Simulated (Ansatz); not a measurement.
The system is TaN.

```xyz
2
Lattice="0.0000 2.2113 2.2113 2.2113 0.0000 2.2113 2.2113 2.2113 0.0000" Properties=species:S:1:pos:R:3 pbc="T T T"
Ta    2.2113    2.2113    2.2113
N     0.0000    0.0000    0.0000
```

The cell comes from a database or a generator and needn't be the stable form of this composition.

- Program: Ansatz 0.2.0
- Task: relaxation of cell and atoms
- Functional: PBEsol
- Dispersion: D4
- Potentials or basis: Ansatz PAW
- Cutoff: 420 eV (not typed: the program's choice for these potentials)
- k mesh: 10 × 10 × 10
- Occupations: fermi-dirac, width 0.05 eV
- Spin: no spin polarisation

At the start: volume 10.81 Å³/atom.

Problem. Where does the relaxation end?

Solution. It ends after 7 steps and the volume is 10.38 Å³/atom (-4.0 %); space group Fm-3m (No. 225, to 0.05 Å).

The path:
```
step  energy change (eV)  largest force (eV/Å)  volume (Å³)
   1              0.0000                0.0000        21.63
   2             -0.0324                0.0000        20.38
   3             -0.0399                0.0000        20.80
   4             -0.0400                0.0000        20.77
   5             -0.0377                0.0000        20.77
   6             -0.0378                0.0000        20.76
   7             -0.0377                0.0000        20.76
```

Final structure:
```
CELL_PARAMETERS angstrom
0.00000 2.18152 2.18152
2.18152 0.00000 2.18152
2.18152 2.18152 0.00000
ATOMIC_POSITIONS crystal
Ta 0.50000 0.50000 0.50000
N 0.00000 0.00000 0.00000
```

Caveat: the plane-wave basis is chosen anew once the cell has moved, so the energies of steps on either side of that aren't comparable; the pressure holds a Pulay correction of +0.5 GPa for the finite cutoff; the PAW data sets come from PBE, with cores solved anew for the run's functional, which leaves a small shift of forces and pressure.
